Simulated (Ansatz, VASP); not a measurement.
**Two plane-wave programs on Mn**

```
CELL_PARAMETERS angstrom
3.66719 0.00000 0.00000
-1.83359 3.17588 0.00000
0.00000 0.00000 4.29087
ATOMIC_POSITIONS crystal
Mn 0.00000 0.00000 0.25000
Mn 0.00000 0.00000 0.75000
Mn 0.33333 0.66667 0.75000
Mn 0.66667 0.33333 0.25000
```

Alike in both runs: functional r2SCAN; k mesh 15 × 15 × 12; occupations gaussian, width 0.1 eV; no spin polarisation.

Ansatz relaxed the structure, and its values are those at the end. VASP's run is a single point on that final structure, the one shown.

```csv
,VASP,Ansatz
version,VASP 6.6.1,Ansatz 0.2.0
potentials or method,"VASP PAW PBE potentials, release 64 (Mn_pv)","scalar-relativistic, plane waves, PAW"
plane-wave cutoff (eV),520,500
valence electrons in the cell,52,60
```

Ansatz gave:

- gap on the k mesh at the Fermi level (eV): none
- pressure (GPa): 0.0

Question: Estimate VASP's values.

Answer: gap on the k mesh at the Fermi level (eV): none; pressure (GPa): 1.2.

A gap of «none» marks a metal or a gap that the smearing closes. With one functional, cell and mesh, what is left measures potentials, basis and numerics. The two sets of potentials don't hold the same shells in valence.

Caveats: the PAW data sets were made with another functional, which shifts forces and pressure a little (VASP); the run has no spin polarisation, though such a crystal can be magnetic. Spin polarisation is off, so any magnetic state and its effect on volume and gap are missing.
